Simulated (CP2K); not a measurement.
The system is Pt.

```xyz
1
Lattice="2.7435 0.0000 0.0000 -0.9128 2.6062 0.0000 -0.9121 -1.2739 2.2241" Properties=species:S:1:pos:R:3 pbc="T T T"
Pt    0.0000    0.0000    0.0000
```

This isn't the form of Pt at room conditions, which is fcc.

Base run:

* Program: CP2K 2026.2
* Functional: RPBE
* Potentials or basis: POTENTIAL_UZH Pt GTH-PBE-q18; TZVP-MOLOPT-PBE-GTH basis
* Density cutoff: 9184 eV
* k mesh: 12 × 12 × 12
* Occupations: fermi-dirac, width 0.05 eV
* Spin: no spin polarisation

Its results: band gap on the k mesh none (metal or under the smearing width); pressure 2.5 GPa.

Question: After a change of settings the same cell gave: band gap on the k mesh none (metal or under the smearing width); pressure -15.0 GPa. Which change was it?
A. functional from RPBE to LDA
B. functional from RPBE to PW91
C. functional from RPBE to PBEsol
D. functional from RPBE to r2SCAN

Answer: A.

LDA binds more tightly than RPBE, so the same cell stands under less pressure.

Caveats: the potentials were made for another functional, which shifts forces and pressure; the basis of atomic orbitals isn't converged, which shifts pressures, moduli and gaps; spin-orbit coupling is left out, which moves the levels of the heavy elements (some runs).

Runs at the PBE level aren't shown here.
